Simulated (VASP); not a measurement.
# P (Pm-3m) in VASP: further runs, part 2 of 2

VASP 6.6.1. Earlier steps stand in the parts before.

## (4) Relaxation of cell and atoms, PBE

Input file INCAR:

```
PREC     = Accurate       # precision mode
ENCUT    = 600            # plane-wave cutoff, eV
EDIFF    = 1E-7           # SCF threshold, eV
ISMEAR   = 0              # smearing method
SIGMA    = 0.1            # smearing width, eV
LREAL    = F              # projectors in reciprocal space
LASPH    = T              # aspherical terms in the spheres
NELM     = 100            # most SCF steps
ALGO     = Fast           # electronic algorithm
ISIF     = 3              # what is computed and relaxed
LWAVE    = F              # write WAVECAR
LCHARG   = F              # write CHGCAR
GGA      = PE             # functional
IBRION   = 2              # ionic algorithm
NSW      = 100            # ionic steps
EDIFFG   = -0.01          # ionic threshold
```

Input file KPOINTS:

```
Automatic mesh
0
Gamma
  22 22 22
```

Input file POSCAR:

```
P
1.0
    2.4436572973      0.0000000000      0.0000000000
    0.0000000000      2.4436572973      0.0000000000
    0.0000000000      0.0000000000      2.4436572973
P
1
Direct
    0.0000000000      0.0000000000      0.0000000000
```

Potentials or basis: VASP PAW PBE potentials, release 64 (P).

The run is started by

```
$ cat potpaw_PBE.64/P/POTCAR > POTCAR
$ mpirun -np 1 vasp_std > vasp.out
```

OUTCAR:

```text
PREC = Accurate
   ENCUT = 600
   EDIFF = 1E-7
   ISMEAR = 0
   LREAL = F
   LASPH = T
   NELM = 100
   ISIF = 3
   GGA = PE
   IBRION = 2
   NSW = 100
   EDIFFG = -0.01

 ion  position               nearest neighbor table
   1  0.000  0.000  0.000-

  LATTYP: Found a simple cubic cell.
 ALAT       =     2.4436572973

  Lattice vectors:

 A1 = (   2.4436572973,   0.0000000000,   0.0000000000)
 A2 = (   0.0000000000,   2.4436572973,   0.0000000000)
 A3 = (   0.0000000000,   0.0000000000,   2.4436572973)

Analysis of symmetry for initial positions (statically):
=====================================================================
 Subroutine PRICEL returns:
 Original cell was already a primitive cell.

 Routine SETGRP: Setting up the symmetry group for a
 simple cubic supercell.

 Subroutine GETGRP returns: Found 48 space group operations
 (whereof 48 operations were pure point group operations)
 out of a pool of 48 trial point group operations.

The static configuration has the point symmetry O_h .

Analysis of symmetry for dynamics (positions and initial velocities):
=====================================================================
 Subroutine PRICEL returns:
 Original cell was already a primitive cell.

 Routine SETGRP: Setting up the symmetry group for a
 simple cubic supercell.

 Subroutine GETGRP returns: Found 48 space group operations
 (whereof 48 operations were pure point group operations)
 out of a pool of 48 trial point group operations.

The dynamic configuration has the point symmetry O_h .

 Subroutine INISYM returns: Found 48 space group operations
 (whereof 48 operations are pure point group operations),
 and found     1 'primitive' translations

----------------------------------------------------------------------------------------

                                     Primitive cell

  volume of cell :      14.5922

  direct lattice vectors                    reciprocal lattice vectors
     2.443657297  0.000000000  0.000000000     0.409222685  0.000000000  0.000000000
     0.000000000  2.443657297  0.000000000     0.000000000  0.409222685  0.000000000
     0.000000000  0.000000000  2.443657297     0.000000000  0.000000000  0.409222685

  length of vectors
     2.443657297  2.443657297  2.443657297     0.409222685  0.409222685  0.409222685

  position of ions in fractional coordinates (direct lattice)
     0.000000000  0.000000000  0.000000000

  ion indices of the primitive-cell ions
   primitive index   ion index
                 1           1

----------------------------------------------------------------------------------------

 KPOINTS: Automatic mesh

Automatic generation of k-mesh.
 Grid dimensions read from file:
 generate k-points for:   22   22   22
[... 93 lines left out ...]
   LEPSILON=     F    determine dielectric tensor
   LRPA    =     F    only Hartree local field effects (RPA)
 conjugate gradient relaxation of ions
 non-spin polarized calculation
 RMM-DIIS sequential band-by-band and
 Gauss-broadening in eV      SIGMA  =   0.10
  energy-cutoff  :      600.00
  volume of cell :       14.59
 maximum number of plane-waves:       500
 NGX is ok and might be reduce to    20
   NGX =  9   NGY =  9   NGZ =  9

--------------------------------------- Ionic step        1  -------------------------------------------

 number of electron       5.0000001 magnetization

 Free energy of the ion-electron system (eV)
  ---------------------------------------------------
  ext. energy  EPLUGINS =         0.00000000
  ---------------------------------------------------
  free energy    TOTEN  =        -5.27584520 eV

  energy without entropy =       -5.27466357  energy(sigma->0) =       -5.27525439

------------------------ aborting loop because EDIFF is reached ----------------------------------------

  FORCE on cell =-STRESS in cart. coord.  units (eV):
  Direction    XX          YY          ZZ          XY          YZ          ZX
  --------------------------------------------------------------------------------------
  -------------------------------------------------------------------------------------
  Total       -0.0123420     -0.0123420     -0.0123420      0.0000000      0.0000000      0.0000000
  in kB       -1.3551119     -1.3551119     -1.3551119      0.0000000      0.0000000      0.0000000
  external PRESSURE =      -1.3551119 kB  Pullay stress =       0.0000000 kB

 VOLUME and BASIS-vectors are now :
 -----------------------------------------------------------------------------
  energy-cutoff  :      600.00
  volume of cell :       14.59
      direct lattice vectors                 reciprocal lattice vectors
     2.443657297  0.000000000  0.000000000     0.409222685  0.000000000  0.000000000
     0.000000000  2.443657297  0.000000000     0.000000000  0.409222685  0.000000000
     0.000000000  0.000000000  2.443657297     0.000000000  0.000000000  0.409222685

 POSITION                                       TOTAL-FORCE (eV/Angst)
 -----------------------------------------------------------------------------------
      0.00000      0.00000      0.00000         0.000000      0.000000      0.000000
 -----------------------------------------------------------------------------------
    total drift:                               -0.000000     -0.000000      0.000000

  FREE ENERGIE OF THE ION-ELECTRON SYSTEM (eV)
  ---------------------------------------------------
  free  energy   TOTEN  =        -5.2758451989 eV

  energy  without entropy=       -5.2746635723  energy(sigma->0) =       -5.27525439

--------------------------------------- Ionic step        2  -------------------------------------------

 number of electron       5.0000001 magnetization

 Free energy of the ion-electron system (eV)
  ---------------------------------------------------
  ext. energy  EPLUGINS =         0.00000000
  ---------------------------------------------------
  free energy    TOTEN  =        -5.27585061 eV

  energy without entropy =       -5.27467039  energy(sigma->0) =       -5.27526050

 E-fermi :   9.6009     XC(G=0): -11.2773

 val. band max:        9.5755613796   @ k =   0.4545   0.2727   0.2727
 cond. band min:       9.6508240223   @ k =   0.3182   0.2273   0.1364
 fundamental gap:      0.0752626426
 Fermi energy:         9.6008909069

 k-point     1 :       0.0000    0.0000    0.0000
  band No.  band energies     occupation
      1      -6.8590      2.00000
      2      14.6534      0.00000
      3      14.6534      0.00000
      4      14.6534      0.00000
      5      16.4426      0.00000
      6      16.4426      0.00000
[... 199 lines left out ...]
 k-point    24 :       0.0909    0.0909    0.0000
  band No.  band energies     occupation
      1      -6.4823      2.00000
      2      11.7875      0.00000
      3      12.7225      0.00000
      4      14.9492      0.00000
      5      17.9350      0.00000
      6      19.9777      0.00000

 [... further k-points ...]

------------------------ aborting loop because EDIFF is reached ----------------------------------------

  FORCE on cell =-STRESS in cart. coord.  units (eV):
  Direction    XX          YY          ZZ          XY          YZ          ZX
  --------------------------------------------------------------------------------------
  -------------------------------------------------------------------------------------
  Total        0.0068772      0.0068772      0.0068772      0.0000000      0.0000000      0.0000000
  in kB        0.7564455      0.7564455      0.7564455      0.0000000      0.0000000      0.0000000
  external PRESSURE =       0.7564455 kB  Pullay stress =       0.0000000 kB

 VOLUME and BASIS-vectors are now :
 -----------------------------------------------------------------------------
  energy-cutoff  :      600.00
  volume of cell :       14.57
      direct lattice vectors                 reciprocal lattice vectors
     2.442202317 -0.000000000  0.000000000     0.409466486 -0.000000000  0.000000000
     0.000000000  2.442202317  0.000000000     0.000000000  0.409466486 -0.000000000
    -0.000000000  0.000000000  2.442202317    -0.000000000  0.000000000  0.409466486

 POSITION                                       TOTAL-FORCE (eV/Angst)
 -----------------------------------------------------------------------------------
      0.00000      0.00000      0.00000        -0.000000     -0.000000      0.000000
 -----------------------------------------------------------------------------------
    total drift:                               -0.000000     -0.000000      0.000000

  FREE ENERGIE OF THE ION-ELECTRON SYSTEM (eV)
  ---------------------------------------------------
  free  energy   TOTEN  =        -5.2758506066 eV

  energy  without entropy=       -5.2746703902  energy(sigma->0) =       -5.27526050

 reached required accuracy - stopping structural energy minimisation
```

It took 18 s on 1 thread of Intel Xeon Platinum 8488C (Sapphire Rapids), shared host; peak memory 0.14 GiB.

What came out:

```
Free energy                            : -5.2759 eV
Relaxed volume                         : 14.57 Å³/atom
Relaxed cell                           : a = 2.442 Å, b = 2.442 Å, c = 2.442 Å, α = 90.00°, β = 90.00°, γ = 90.00°
Space group after relaxing (to 0.05 Å) : Pm-3m (No. 221)
Energy gained by relaxing              : 0.0 meV/atom
Ionic steps                            : 2
Pressure after relaxing                : 0.1 GPa
Band gap on the k mesh                 : none (metal or under the smearing width)
```

Final structure:
```cif
data_structure
_symmetry_space_group_name_H-M 'P 1'
_symmetry_Int_Tables_number 1
_cell_length_a 2.4422
_cell_length_b 2.4422
_cell_length_c 2.4422
_cell_angle_alpha 90.000
_cell_angle_beta 90.000
_cell_angle_gamma 90.000
_cell_volume 14.57
loop_
_atom_site_label
_atom_site_type_symbol
_atom_site_fract_x
_atom_site_fract_y
_atom_site_fract_z
_atom_site_occupancy
P1 P 0.00000 0.00000 0.00000 1
```
